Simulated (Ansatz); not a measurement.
Si (diamond) was relaxed with r2SCAN, strained in 3 ways (changes of length per length), its atoms relaxed again with r2SCAN, and run with r2SCAN in Ansatz. No spin polarisation and no zero-point or thermal motion.

Uniaxial +2.51 % along x, other directions held. Input:
```yaml
crystal:
  lattice:
    - [0.0, 2.7221188962, 2.7221188962]
    - [2.7904440804, 0.0, 2.7221188962]
    - [2.7904440804, 2.7221188962, 0.0]
  atoms:
    - { symbol: Si, position: [0.0, 0.0, 0.0] }
    - { symbol: Si, position: [0.25, 0.25, 0.25] }
kpoints:
  mp_grid: { grid: [8, 8, 8] }
  band_path:
    path:
      - [0.0, 0.0, 0.0]
      - [0.5, 0.0, 0.5]
      - [0.625, 0.25, 0.625]
      - [0.375, 0.375, 0.75]
      - [0.5, 0.5, 0.5]
      - [0.5, 0.25, 0.75]
      - [0.4, 0.0, 0.4]
    npoints: 1
hamiltonian:
  xc: r2scan
scf:
  occupations: { method: fixed }
  n_extra_bands: 4
output:
  forces: true
  stress: true
  eigenvalues: true
```

Main results, then levels in eV from the Fermi energy at the points of the path (names of the unstrained zone, bands numbered from 0):
```
Crystal: 2 atoms, lattice volume = 41.354 Å³
Basis set: ecut = 500 eV, 1031 PW (Γ)
Symmetry: 16 space group operations
Space group: I41/amd (ITA 141)
k-points: 59 of 512
Free energy (F): -1278.117010 eV
Fermi energy:    5.883698 eV
--- Stress (GPa, compression-positive) ---
       -4.107153       0.000000       0.000000
        0.000000      -1.384856       0.000000
        0.000000       0.000000      -1.384856
  P = ⅓ Tr σ = -2.2923 GPa (-22.923 kbar)
```
```tsv
point	band_1	band_2	band_3	band_4	band_5	band_6
Γ	-0.190	0.000	0.000	2.634	2.634	2.734
X	-8.073	-3.054	-3.054	0.834	0.834	10.397
U	-7.468	-4.403	-2.621	1.328	4.257	7.658
K	-7.468	-4.403	-2.621	1.328	4.257	7.658
L	-7.185	-1.432	-1.186	1.660	3.455	3.615
W	-7.929	-3.953	-3.953	4.332	4.332	5.002
(0.400,0,0.400)	-6.377	-2.900	-2.879	0.678	1.480	8.570
```

The r2SCAN gap is indirect, 0.68 eV (Γ to Γ–X (0.80 of the way from Γ)), below the direct gap of 2.63 eV at Γ. (Of the valleys that strain may split, one alone was solved off the mesh, so this is an upper bound.) The mean pressure at these positions is -2.29 GPa, compression counted positive.

Task: Uniaxial +1.63 % along [111], other directions held gives these blocks instead:
```yaml
crystal:
  lattice:
    - [0.0295803587, 2.7516992548, 2.7516992548]
    - [2.7516992548, 0.0295803587, 2.7516992548]
    - [2.7516992548, 2.7516992548, 0.0295803587]
  atoms:
    - { symbol: Si, position: [0.0006230018, 0.0006230018, 0.0006230018] }
    - { symbol: Si, position: [0.2493769982, 0.2493769982, 0.2493769982] }
```
What comes out?

Result:
```
Crystal: 2 atoms, lattice volume = 40.999 Å³
Basis set: ecut = 500 eV, 1025 PW (Γ)
Symmetry: 12 space group operations
Space group: R-3m (ITA 166)
k-points: 65 of 512
Free energy (F): -1278.123365 eV
Fermi energy:    5.956788 eV
--- Stress (GPa, compression-positive) ---
       -1.507613      -0.867207      -0.867207
       -0.867207      -1.507613      -0.867207
       -0.867207      -0.867207      -1.507613
  P = ⅓ Tr σ = -1.5076 GPa (-15.076 kbar)
```
```tsv
point	band_1	band_2	band_3	band_4	band_5	band_6
Γ	-0.144	0.000	0.000	2.524	2.748	2.748
X	-8.111	-3.069	-2.930	0.821	0.982	10.555
U	-7.502	-4.451	-2.497	1.476	4.261	7.811
K	-7.502	-4.451	-2.497	1.476	4.261	7.811
L	-7.232	-1.210	-1.210	1.907	3.605	3.605
W	-7.926	-3.993	-3.963	4.442	4.621	5.178
(0.400,0,0.400)	-6.437	-2.905	-2.767	0.749	1.533	8.900
```
The r2SCAN gap is indirect, 0.75 eV (Γ to Γ–X (0.80 of the way from Γ)), below the direct gap of 2.52 eV at Γ. (Of the valleys that strain may split, one alone was solved off the mesh, so this is an upper bound.) With the atoms held, the mean pressure is -1.51 GPa (compression positive).

Task: Biaxial +6.0 % in x and y, z held gives these blocks instead:
```yaml
crystal:
  lattice:
    - [0.0, 2.8854460299, 2.7221188962]
    - [2.8854460299, 0.0, 2.7221188962]
    - [2.8854460299, 2.8854460299, 0.0]
  atoms:
    - { symbol: Si, position: [0.0, 0.0, 0.0] }
    - { symbol: Si, position: [0.25, 0.25, 0.25] }
```
What comes out?

Result:
```
Crystal: 2 atoms, lattice volume = 45.328 Å³
Basis set: ecut = 500 eV, 1169 PW (Γ)
Symmetry: 16 space group operations
Space group: I41/amd (ITA 141)
k-points: 59 of 512
Free energy (F): -1277.947598 eV
Fermi energy:    5.178831 eV
--- Stress (GPa, compression-positive) ---
      -10.651062       0.000000       0.000000
        0.000000     -10.651062       0.000000
        0.000000       0.000000      -5.225578
  P = ⅓ Tr σ = -8.8426 GPa (-88.426 kbar)
```
```tsv
point	band_1	band_2	band_3	band_4	band_5	band_6
Γ	-0.387	-0.387	0.000	2.215	2.267	2.519
X	-8.134	-2.800	-2.800	1.011	1.011	9.216
U	-7.547	-4.192	-2.403	1.467	4.329	6.771
K	-7.279	-4.161	-2.820	0.983	3.576	7.117
L	-6.979	-1.667	-1.173	1.054	3.158	3.630
W	-7.883	-3.762	-3.762	3.951	3.951	4.601
(0.400,0,0.400)	-6.596	-2.679	-2.630	0.870	1.561	7.538
```
With r2SCAN the valence top lies at Γ and the conduction bottom at k = (3/8, 3/8, 0), 0.37 eV higher; the smallest vertical gap, at Γ, is 2.21 eV. (Strain can split the valleys, and only one was followed off the mesh: the true gap may be a little smaller.) The mean pressure at these positions is -8.84 GPa, compression counted positive.
